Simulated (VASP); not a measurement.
Se: relaxation of cell and atoms with LDA

Crystal: Se.

```
CELL_PARAMETERS angstrom
1.94155 1.12095 0.90434
-1.94155 1.12095 0.90434
0.00000 -2.24191 0.90434
ATOMIC_POSITIONS crystal
Se 0.00000 0.00000 0.00000
```

This isn't the form of Se at room conditions, which is trigonal, of chains.

```
Program                : VASP 6.6.1
Task                   : relaxation of cell and atoms
Functional             : LDA
Potentials or basis    : VASP PAW LDA potentials, release 64 (Se)
Cutoff                 : 520 eV
k mesh                 : 21 × 21 × 21
Occupations            : gaussian, width 0.1 eV
Spin                   : no spin polarisation
Target pressure        : 125 GPa
Further INCAR settings : ALGO = Normal; EDIFF = 1e-07; IBRION = 2; EDIFFG = -0.002; NSW = 80; ISIF = 3
Target pressure        : 125 GPa
```

* Pressure after relaxing: 125.0 GPa
* Band gap on the k mesh: none (metal or under the smearing width)

Final structure:
```
CELL_PARAMETERS angstrom
1.94155 1.12095 0.90434
-1.94155 1.12095 0.90434
0.00000 -2.24191 0.90434
ATOMIC_POSITIONS crystal
Se 0.00000 0.00000 0.00000
```

Levels at points of the mesh, in eV from the Fermi level:
| k point | band 1 | band 2 | band 3 | band 4 | band 5 | band 6 | band 7 |
| --- | --- | --- | --- | --- | --- | --- | --- |
| (0.00, 0.00, 0.00) | -22.99 | 4.84 | 7.15 | 7.15 | 12.05 | 12.05 | 14.63 |

Run time: 44 s on 1 thread of Intel(R) Xeon(R) Platinum 8259CL CPU @ 2.50GHz (Skylake/Cascade Lake), on a shared host, peak memory 0.17 GiB.

Caveat: the relaxation stopped at its first step, so nothing moved; the cell is relaxed towards a set pressure, so the enthalpy falls and the energy may rise.
